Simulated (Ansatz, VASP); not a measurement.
**Two plane-wave programs on Bi2TeSe2 (Skippenite)**

```
Bi Te Se
1.0
     2.13252    1.23121    9.90282
    -2.13252    1.23121    9.90282
     0.00000   -2.46242    9.90282
Bi Te Se
2 1 2
Direct
  0.60194 0.60194 0.60194
  0.39806 0.39806 0.39806
  0.00000 0.00000 0.00000
  0.78840 0.78840 0.78840
  0.21160 0.21160 0.21160
```

Change from the starting cell: volume scaled by 1.06.

Alike in both runs: task single point; functional PBEsol; k mesh 7 × 7 × 7; occupations fermi-dirac, width 0.05 eV; no spin polarisation.

|  | VASP | Ansatz |
| --- | --- | --- |
| version | VASP 6.6.1 | Ansatz 0.2.0 |
| potentials or method | VASP PAW PBE potentials, release 64 (Bi_d, Te, Se) | Ansatz PAW |
| plane-wave cutoff (eV) | 520 | 420 |
| valence electrons in the cell | 48 | 78 |

|  | VASP | Ansatz | Ansatz less VASP |
| --- | --- | --- | --- |
| gap on the k mesh at the Fermi level (eV) | 0.46 | 0.46 | -0.002 |
| least direct gap on the mesh (eV) | 0.46 | 0.46 | -0.002 |
| pressure (GPa) | -1.6 | -1.6 | -0.02 |
| largest component of the traceless stress (GPa) | 0.08 | 0.08 | -0.004 |
| rms of the force components (eV/Å) | 0.695 | 0.698 | +0.0026 |

Atom by atom the forces differ by 0.004 eV/Å (rms over components). The functional is the same, so the differences come from potentials, cutoffs and numerics. The two sets of potentials don't hold the same shells in valence.

Caveats: spin-orbit coupling is left out, which as a rule narrows the gap of such compounds by several tenths of an eV; the PAW data sets were made with another functional, which shifts forces and pressure a little (VASP); an odd mesh through Γ misses points on the zone boundary, where band edges often lie (VASP); odd divisions of the mesh miss points on the zone boundary, where band edges often lie, so the gap on the mesh can be too wide (Ansatz); the PAW data sets come from PBE, with cores solved anew for the run's functional, which leaves a small shift of forces and pressure (Ansatz); forces of over 1 eV/Å show positions far from the minimum, so gaps and moduli don't describe the material at rest (Ansatz).
